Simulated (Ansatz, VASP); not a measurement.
## Cross-check of AgI between VASP and Ansatz

One calculation is typed for both programs; each brings its own data sets and cutoff. How far apart do they land? Other levels of theory on this material are compared in a session of their own.

Method: plane waves, with VASP 6.6.1 beside it; single point at PBE, spin-orbit coupling, in Ansatz 0.2.0.

The database entry behind the starting cell differs from later determinations by our own check (about 0.3 % short), so it need not match the best structure at ambient conditions.

## Step 1: The starting structure

Symmetry: F-43m, No. 216, cubic system. The conventional cell has a = 6.473 Å, b = 6.473 Å, c = 6.473 Å, α = 90.00°, β = 90.00°, γ = 90.00°. Nearest to I lie 4 Ag at 2.80 Å. Nearest to Ag lie 4 I at 2.80 Å. Farther neighbours and most contacts between anions are not listed.

## Step 2: Ansatz: single point, PBE, spin-orbit coupling

Ansatz runs on its fully relativistic PAW (standard-fr) files.

A single point gives forces, pressure and levels at one fixed geometry, so differences don't come from the geometry; what else differs is listed under the comparison.

input.yaml

```yaml
crystal:
  lattice:
    - [0.0, 3.2365, 3.2365]
    - [3.2365, 0.0, 3.2365]
    - [3.2365, 3.2365, 0.0]
  atoms:
    - { symbol: I, position: [0.75, 0.75, 0.75] }
    - { symbol: Ag, position: [0.0, 0.0, 0.0] }
hamiltonian:
  xc: pbe
  pseudopotentials: { kind: paw_fr }
magnetization:
  noncollinear: true
  spin_orbit: true
kpoints:
  mp_grid: { grid: [7, 7, 7] }
scf:
  occupations: { method: gaussian, width: 0.05 }
  n_extra_bands: 8
output:
  forces: true
  stress: true
  eigenvalues: true
```

The run is started by

```console
$ ansatz run input.yaml --threads 2 --pin off --max-ram 4608MiB --backend cpu --events-out ev --progress --plain --runs-dir out
```

Numbers of over 12 decimals in the logs are rounded to 6 here.

What it wrote:

```text
scf.n_extra_bands = 8 over 36 filled bands (N_el = 36.0): the run solves 44 bands
Engine: ansatz 0.2.0, x86_64-unknown-linux-gnu
Pseudopotentials: kind: paw_fr
Pseudopotential: I, paw_fr, valence charge 17, recommended cutoff 420 eV (normal), I.paw.azcp#standard-fr
Pseudopotential: Ag, paw_fr, valence charge 19, recommended cutoff 420 eV (normal), Ag.paw.azcp#standard-fr
Functional definition: PBE
  parameter kappa = 0.804
  parameter beta = 0.066725
  exchange = pbe_x(kappa = kappa, mu = beta*pi^2/3)
  correlation = pbe_c(beta = beta)
non-collinear run that drives no moment, with spin-orbit: no starting moment large enough to seed its density (crystal.atoms[].spin), no starting occupations that ask for one, no magnetisation constraint and no magnetic field, so the semilocal B_xc is pinned to zero
Crystal: 2 atoms, lattice volume = 67.804 Å³
Basis set: ecut = 420 eV, 1363 PW (Γ), exchange–correlation on 64×64×64 points (8 copies of the dense FFT grid, shifted against one another)
Bands: 44, of which v1, the nominal top of the filled ones, is band 36 counted from 1 (35 counted from 0)
Symmetry: 24 space group operations + 24 with time reversal
Magnetic group: BNS 216.75 (UNI 1577), of the structure as read, at distance tolerance 4.1e-5 Å
k-points: 20 of 343 (time reversal used)
Projection manifold: j_resolved (fully-relativistic pseudo-atomic orbitals)
Non-local potential: I, projectors of the file, l = 0: 2, l = 1: 4, l = 2: 4, l = 3: 4
Non-local potential: Ag, projectors of the file, l = 0: 3, l = 1: 4, l = 2: 4, l = 3: 2
PAW form: soft (Blöchl's): semilocal exchange-correlation on the pseudo side does not see the compensation charge
PAW one-centre angular grid: I, 590 points (default); XC on 96 Gauss nodes
PAW one-centre angular grid: Ag, 590 points (default); XC on 96 Gauss nodes
Initial density: superposition of atomic densities (chi_scale 0.1, normalization cell, long waves kept (reshape's long-wave potential 0.00 eV rms))
Initial wavefunctions: pseudopotential atomic-orbital guess
Functional: x = pbe(κ = 0.804, μ = 0.219515), c = pbe(β = 0.066725)
SCF iter   1: F=—  HF=-15110.117968 eV  |F-HF|=—  |Δ(HF+E_count)|=         —  Δρ=4.64e-2  dr2=2.24e0  dr2_m=0.00e0 (ungated)  ethr=3.10e-3  |M|=0.00e0 ∫|m|=0.00e0 μB  |m|>n=0.0e0 m-floor=0.0e0 τ_xc=0.0e0  β_m=0.30  ⟨swp⟩=11.3  Hψ=5059  notcnv=0  defer=3
preconditioner: auto → none  [insulator: Δε(μ)=0.809 eV  Ē_g=10.366 eV  σ=0.050 eV  W_gap=1.00  n_scr=14 (ndim 8)  ℏωp=19.1 eV  f_vac=0.194  D(μ)=0.00/eV (n_scr^D=0)  ε∞_Penn≈4.4]
SCF iter   2: F=—  HF=-15109.379035 eV  |F-HF|=—  |Δ(HF+E_count)|=   7.39e-1  Δρ=1.15e-2  dr2=1.12e-1  dr2_m=0.00e0 (ungated)  ethr=3.10e-3  |M|=0.00e0 ∫|m|=0.00e0 μB  |m|>n=0.0e0 m-floor=0.0e0 τ_xc=0.0e0  β_m=0.33  ⟨swp⟩=3.2  Hψ=1635  notcnv=0  defer=72
SCF iter   3: F=—  HF=-15109.354924 eV  |F-HF|=—  |Δ(HF+E_count)|=   2.41e-2  Δρ=5.69e-3  dr2=1.53e-2  dr2_m=0.00e0 (ungated)  ethr=3.12e-4  |M|=0.00e0 ∫|m|=0.00e0 μB  |m|>n=0.0e0 m-floor=0.0e0 τ_xc=0.0e0  β_m=0.45  ⟨swp⟩=3.0  Hψ=1568  notcnv=0  defer=72
SCF iter   4: F=—  HF=-15109.358106 eV  |F-HF|=—  |Δ(HF+E_count)|=   3.18e-3  Δρ=1.81e-3  dr2=1.32e-3  dr2_m=0.00e0 (ungated)  ethr=4.24e-5  |M|=0.00e0 ∫|m|=0.00e0 μB  |m|>n=0.0e0 m-floor=0.0e0 τ_xc=0.0e0  β_m=0.56  ⟨swp⟩=2.0  Hψ=1256  notcnv=0  defer=72
SCF iter   5: F=—  HF=-15109.359611 eV  |F-HF|=—  |Δ(HF+E_count)|=   1.50e-3  Δρ=3.46e-4  dr2=5.20e-5  dr2_m=0.00e0 (ungated)  ethr=3.66e-6  |M|=0.00e0 ∫|m|=0.00e0 μB  |m|>n=0.0e0 m-floor=0.0e0 τ_xc=0.0e0  β_m=0.70  ⟨swp⟩=2.2  Hψ=1280  notcnv=0  defer=72
SCF iter   6: F=—  HF=-15109.359642 eV  |F-HF|=—  |Δ(HF+E_count)|=   3.10e-5  Δρ=3.84e-5  dr2=1.22e-6  dr2_m=0.00e0 (ungated)  ethr=1.44e-7  |M|=0.00e0 ∫|m|=0.00e0 μB  |m|>n=0.0e0 m-floor=0.0e0 τ_xc=0.0e0  β_m=0.70  ⟨swp⟩=2.0  Hψ=1368  notcnv=0  defer=72
SCF iter   7: F=—  HF=-15109.359641 eV  |F-HF|=—  |Δ(HF+E_count)|=   6.26e-7  Δρ=1.30e-5  dr2=1.19e-7  dr2_m=0.00e0 (ungated)  ethr=2.78e-10  |M|=0.00e0 ∫|m|=0.00e0 μB  |m|>n=0.0e0 m-floor=0.0e0 τ_xc=0.0e0  β_m=0.85  ⟨swp⟩=13.2  Hψ=4514  notcnv=0
SCF iter   8: F=-15109.359641 eV  HF=-15109.359641 eV  |F-HF|=2.12e-9  |Δ(HF+E_count)|=   5.24e-8  Δρ=1.37e-6  dr2=2.07e-9  dr2_m=0.00e0 (ungated)  ethr=2.78e-10  |M|=0.00e0 ∫|m|=0.00e0 μB  |m|>n=0.0e0 m-floor=0.0e0 τ_xc=0.0e0  ⟨swp⟩=5.0  Hψ=3154  notcnv=0
SCF 1 converged in 8 iterations: F = -15109.359641 eV  dr2 = 2.07e-9
  greatest PAW one-centre occupation: 1.000 electrons in one spin orbital (limit 2), on the Ag atom at site 1 (counted from 0), in its partial waves of l = 0
SCF converged after 8 iterations
Magnetization: |M| = 0.0000 μB,  M = (+0.0000, +0.0000, +0.0000) μB
Absolute magnetization: 0.0000 μB (∫|m|)
  site 0: m = (+0.0000, +0.0000, +0.0000) μB, |m| = 0.0000 μB  (R = 1.16 Å)
  site 1: m = (+0.0000, +0.0000, +0.0000) μB, |m| = 0.0000 μB  (R = 1.16 Å)
Free energy (F): -15109.359641 eV
Harris-Foulkes:  -15109.359641 eV  (|F-HF|=2.12e-9)
Internal energy: -15109.359641 eV  (E = F + TS)
E sigma→0 (E₀):  -15109.359641 eV
Fermi energy:    7.743175 eV
--- Per-component energies (eV) ---
  E_band       = -776.079140
  E_kinetic    = 717.618569
  E_local      = -5487.672264  (includes V_loc(G=0)·N_el)
  E_nonlocal   = -8.928932
  E_hartree    = 2598.536642
  E_xc         = -311.944901
  E_vxc        = -362.067873  (∫ρ·V_xc dr)
  E_paw        = -8725.960386  (= ΣΔE_a)
  E_vpaw       = -832.101030  (= ΣTr[D̂ρ^β])
  E_aug_tail   = 0.000281  (compensation charges beyond the density's cutoff)
  E_ewald      = -3891.008651
  E_smearing   = -0.000000  (= −TS)
  E_closure    = 0.000000  (closes the sum)
  Σ components = -15109.359641   (vs F -15109.359641, Δ=0.00e0)
--- Forces (eV/Å), atoms counted from 1 ---
  atom   1  I      0.00000000    -0.00000000    -0.00000000
  atom   2  Ag    -0.00000000     0.00000000     0.00000000
  max |Σ_I F_I| component: 7.16e-18 eV/Å
--- Stress (GPa, compression-positive) ---
        2.243629       0.000000      -0.000000
        0.000000       2.243629       0.000000
       -0.000000       0.000000       2.243629
  P = ⅓ Tr σ = 2.2436 GPa (22.436 kbar)
--- Band table (eV; the first three rows and the last of 20) ---
  k-point 0: bands = [... 32 lower, 7.1857, 7.1857, 7.1857, 7.1857, 8.2991, 8.2991, 12.5162, 12.5162, ... 4 higher]
  k-point 1: bands = [... 32 lower, 6.6896, 6.6896, 7.0016, 7.0593, 9.0499, 9.0499, 12.4510, 12.4510, ... 4 higher]
  k-point 2: bands = [... 32 lower, 6.3373, 6.3373, 6.6593, 6.7367, 9.6508, 9.6508, 12.8925, 12.8925, ... 4 higher]
  k-point 19: bands = [... 32 lower, 4.8140, 4.9311, 5.4272, 5.5145, 11.2989, 11.5049, 12.1072, 12.2727, ... 4 higher]
```

It took 7.8 s on 2 threads of Intel Xeon at 2.80GHz (Skylake/Cascade Lake), shared host; peak memory 0.6 GiB; 15 s of CPU time.

The run ends at a pressure of 2.24 GPa.

## Step 3: VASP: single point, PBE, spin-orbit coupling

The same cell, functional, mesh and smearing now go to VASP, with its own data sets and cutoff.

Lines of VASP's logs that name or quote its potential files are left out, and so is its time.

INCAR

```
SYSTEM = AgI
PREC = Accurate
ENCUT = 400
EDIFF = 1E-07
NELM = 100
ISMEAR = 0
SIGMA = 0.05
LREAL = .FALSE.
ALGO = Normal
GGA = PE
LNONCOLLINEAR = .TRUE.
MAGMOM = 0 0 0 0 0 0
NBANDS = 80
GGA_COMPAT = .FALSE.
LASPH = .TRUE.
LSORBIT = .TRUE.
LMAXMIX = 4
LWAVE = .FALSE.
LCHARG = .FALSE.
KPAR = 4
LOPTICS = .TRUE.
NEDOS = 2000
CSHIFT = 0.1
```

POSCAR

```
AgI
1.0
    0.0000000000      3.2365000000      3.2365000000
    3.2365000000      0.0000000000      3.2365000000
    3.2365000000      3.2365000000      0.0000000000
I Ag
1 1
Direct
    0.7500000000      0.7500000000      0.7500000000
    0.0000000000      0.0000000000      0.0000000000
```

KPOINTS

```
Automatic mesh
0
Gamma
7 7 7
0 0 0
```

The projector-augmented-wave data sets are I and Ag (PBE family, release 64).

The run is started by

```console
$ mpirun -np 4 vasp_ncl
```

What it wrote:

```text
[banner, memory and clock lines left out]
running    4 mpi-ranks, on    1 nodes
 distrk:  each k-point on    1 cores,    4 groups
 distr:  one band on    1 cores,    1 groups

 POSCAR found type information on POSCAR I Ag
 POSCAR found :  2 types and       2 ions
 LDA part: xc-table for (Slater+PW92), standard interpolation
 POSCAR, INCAR and KPOINTS ok, starting setup
 FFT: planning ... GRIDC
 FFT: planning ... GRID_SOFT
 FFT: planning ... GRID
 WAVECAR not read
 entering main loop
       N       E                     dE             d eps       ncg     rms          rms(c)
DAV:   1     0.111832853769E+03    0.11183E+03   -0.52584E+03  4816   0.310E+02
DAV:   2     0.119827127129E+01   -0.11063E+03   -0.94646E+02  5680   0.106E+02
DAV:   3    -0.494180180083E+01   -0.61401E+01   -0.60550E+01  5776   0.266E+01
DAV:   4    -0.500376863929E+01   -0.61967E-01   -0.61935E-01  5704   0.253E+00
DAV:   5    -0.500509720259E+01   -0.13286E-02   -0.13285E-02  5696   0.368E-01    0.661E+00
DAV:   6    -0.491543650278E+01    0.89661E-01   -0.67176E-02  5576   0.282E+00    0.448E+00
DAV:   7    -0.491302496767E+01    0.24115E-02   -0.15660E-02  5864   0.366E-01    0.252E+00
DAV:   8    -0.491286332263E+01    0.16165E-03   -0.13122E-03  5576   0.125E-01    0.785E-01
DAV:   9    -0.491310083454E+01   -0.23751E-03   -0.13339E-04  5680   0.348E-02    0.778E-02
DAV:  10    -0.491317779677E+01   -0.76962E-04   -0.39193E-05  5576   0.225E-02    0.291E-02
DAV:  11    -0.491320083828E+01   -0.23042E-04   -0.72018E-06  5704   0.827E-03    0.159E-02
DAV:  12    -0.491321478954E+01   -0.13951E-04   -0.56288E-06  5384   0.781E-03    0.497E-03
DAV:  13    -0.491321662715E+01   -0.18376E-05   -0.11478E-06  5688   0.417E-03    0.251E-03
DAV:  14    -0.491321676611E+01   -0.13897E-06   -0.10757E-07  5600   0.102E-03    0.126E-03
DAV:  15    -0.491321680182E+01   -0.35703E-07   -0.46083E-08  5456   0.701E-04
   1 F= -.49132168E+01 E0= -.49132168E+01  d E =-.474951E-11  mag=     0.0000    -0.0000    -0.0000
 optical routines
 imaginary and real dielectric function
 recalculating local potential from charge density
 direction            1
 direction            2
 direction            3
```

Parts of OUTCAR (step 3):

```text
ion  position               nearest neighbor table
   1  0.750  0.750  0.750-   2 2.80   2 2.80   2 2.80   2 2.80
   2  0.000  0.000  0.000-   1 2.80   1 2.80   1 2.80   1 2.80

  LATTYP: Found a face centered cubic cell.
 ALAT       =     6.4730000000

 Subroutine GETGRP returns: Found 24 space group operations
 (whereof 24 operations were pure point group operations)

The static configuration has the point symmetry T_d .

 Found     30 irreducible k-points:

   k-points           NKPTS =     30   k-points in BZ     NKDIM =     30   number of bands    NBANDS=     80

   dimension x,y,z NGX =    30 NGY =   30 NGZ =   30
   dimension x,y,z NGXF=    60 NGYF=   60 NGZF=   60

   ENCUT  =  400.0 eV  29.40 Ry    5.42 a.u.   7.46  7.46  7.46*2*pi/ulx,y,z

   NELECT =      18.0000    total number of electrons

 k-points in reciprocal lattice and weights: Automatic mesh
   0.00000000  0.00000000  0.00000000       0.003
   0.14285714  0.00000000  0.00000000       0.012
  -0.14285714  0.00000000  0.00000000       0.012
   0.28571429  0.00000000  0.00000000       0.012
  -0.28571429  0.00000000  0.00000000       0.012
   0.42857143  0.00000000  0.00000000       0.012
  -0.42857143  0.00000000  0.00000000       0.012
   0.14285714  0.14285714  0.00000000       0.017
   0.28571429  0.14285714  0.00000000       0.035
[...]
-0.42857143  0.42857143  0.14285714       0.070
  -0.28571429  0.42857143  0.14285714       0.070

 average (electrostatic) potential at core
       1 -92.6065       2 -74.5966

 E-fermi :   3.6785

 k-point     1 :       0.0000    0.0000    0.0000
  band No.  band energies     occupation
    ...
     14       2.8463      1.00000
     15       3.4701      1.00000
     16       3.4701      1.00000
     17       3.4701      1.00000
     18       3.4701      1.00000
     19       4.5866      0.00000
     20       4.5866      0.00000
     21       8.7943      0.00000
     22       8.7943      0.00000
     23       9.0590      0.00000
    ...

 k-point     2 :       0.1429    0.0000    0.0000
  band No.  band energies     occupation
    ...
     14       2.3462      1.00000
     15       2.9831      1.00000
     16       2.9831      1.00000
     17       3.2864      1.00000
     18       3.3436      1.00000
     19       5.3392      0.00000
     20       5.3392      0.00000
     21       8.7277      0.00000
     22       8.7277      0.00000
     23       9.1156      0.00000
    ...

 k-point     3 :      -0.1429    0.0000    0.0000
  band No.  band energies     occupation
    ...
     14       2.3462      1.00000
     15       2.9831      1.00000
     16       2.9831      1.00000
     17       3.2864      1.00000
     18       3.3436      1.00000
     19       5.3392      0.00000
     20       5.3392      0.00000
     21       8.7277      0.00000
     22       8.7277      0.00000
     23       9.1156      0.00000
    ...

  Total        0.8797813      0.8797813      0.8797813      0.0000000      0.0000000      0.0000000
  in kB       20.7887541     20.7887541     20.7887541      0.0000000      0.0000000      0.0000000
  external PRESSURE =      20.7887541 kB  Pullay stress =       0.0000000 kB

  energy-cutoff  :      400.00
  volume of cell :       67.80
      direct lattice vectors                 reciprocal lattice vectors
     0.000000000  3.236500000  3.236500000    -0.154487873  0.154487873  0.154487873
     3.236500000  0.000000000  3.236500000     0.154487873 -0.154487873  0.154487873
     3.236500000  3.236500000  0.000000000     0.154487873  0.154487873 -0.154487873

 POSITION                                       TOTAL-FORCE (eV/Angst)
 -----------------------------------------------------------------------------------
      4.85475      4.85475      4.85475         0.000000      0.000000      0.000000
      0.00000      0.00000      0.00000        -0.000000     -0.000000     -0.000000
 -----------------------------------------------------------------------------------
    total drift:                                0.000000      0.000000      0.000000

  FREE ENERGIE OF THE ION-ELECTRON SYSTEM (eV)
  ---------------------------------------------------
  free  energy   TOTEN  =        -4.9132168018 eV

  energy  without entropy=       -4.9132168018  energy(sigma->0) =       -4.91321680

 plasma frequency squared (from intraband transitions) (eV^2)
  --------------------------------------------------------------------------------------
       0.000       0.000       0.000
       0.000       0.000      -0.000
       0.000       0.000       0.000

 Spin-Orbit-Coupling matrix elements
 Ion:    1  E_soc:     -0.2620742
 Ion:    2  E_soc:     -0.0464145

[... 3 further parts left out ...]
```

## Step 4: Differences

Known differences besides the potentials themselves: spin-orbit coupling enters by fully relativistic files in Ansatz and inside the spheres in VASP; the data sets hold 36 valence electrons in Ansatz (fully relativistic PAW (standard-fr) files) and 18 in VASP; the cutoff is 420 eV in Ansatz and 400 eV in VASP. Total energies have different zeros and are not compared.

Both answers:

| quantity | Ansatz | VASP | difference |
| --- | --- | --- | --- |
| pressure (GPa) | 2.24 | 2.08 | +0.16 |
| gap on the k mesh (eV) | 1.113 | 1.117 | -0.003 |

A gap on the mesh is an upper bound, since the band edges may lie between its points.

## Step 5: Summary of results

| Property | Result |
| --- | --- |
| difference in gap on the k mesh (single point, PBE, spin-orbit coupling) | -0.0032 eV |

What this shows: The difference in gap on the k mesh is -0.0032 eV (single point, PBE, spin-orbit coupling), within the 0.08 eV picked in this series as the mark of a large difference. 3 further runs of this series are not shown here. Such differences can come from data sets, numerical settings and the points named under the comparisons, not from the functional's error against experiment.

[Lines on the potential files, build, host, timing and source positions are cut from VASP's logs without a mark.]

[Logs are printed without paths, hosts, clocks, repeated set-up lines and the standing remarks that a program may print on its own settings, such as how far it seeks lower states.]

[Hosts, paths, dates, database ids (printed as entryN), source tags and the programs' standing remarks are cut or masked in the printed files.]
